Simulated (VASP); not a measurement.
Input of a VASP 6.6.1 run:

Contents of INCAR:

```
SYSTEM = BeSe
ALGO = Normal ; EDIFF = 1E-7
EDIFFG = -0.01 ; ENCUT = 600
IBRION = 2 ; ISIF = 2
ISMEAR = 0 ; LASPH = .TRUE.
LCHARG = .FALSE. ; LMIXTAU = .TRUE.
LREAL = .FALSE. ; LWAVE = .FALSE.
METAGGA = R2SCAN ; NELM = 80
NSW = 40 ; PREC = Accurate
SIGMA = 0.03
```

Contents of KPOINTS:

```
k-points
0
G
  10 10 10
  0 0 0
```

File POSCAR:

```
BeSe                                    
1.0
    0.0000000000      2.5309182579      2.5309182579
    2.5309182579      0.0000000000      2.5309182579
    2.5309182579      2.5309182579      0.0000000000
  Be              Se            
     1     1
Direct
     0.0000000000000000    0.0000000000000000    0.0000000000000000
     0.2500000000000000    0.2500000000000000    0.2500000000000000
```

Potentials or basis: VASP PAW PBE potentials, release 64 (Be, Se).

Launch:

```sh
$ cat potpaw_PBE.64/Be/POTCAR potpaw_PBE.64/Se/POTCAR > POTCAR
$ mpirun -np 1 vasp_std > vasp.out
```

(1) Predict the band gap on the k mesh.

Answers

(1) 2.99 eV, indirect (least direct gap 5.52 eV).

Caveat: the relaxation stopped at its first step, so nothing moved.
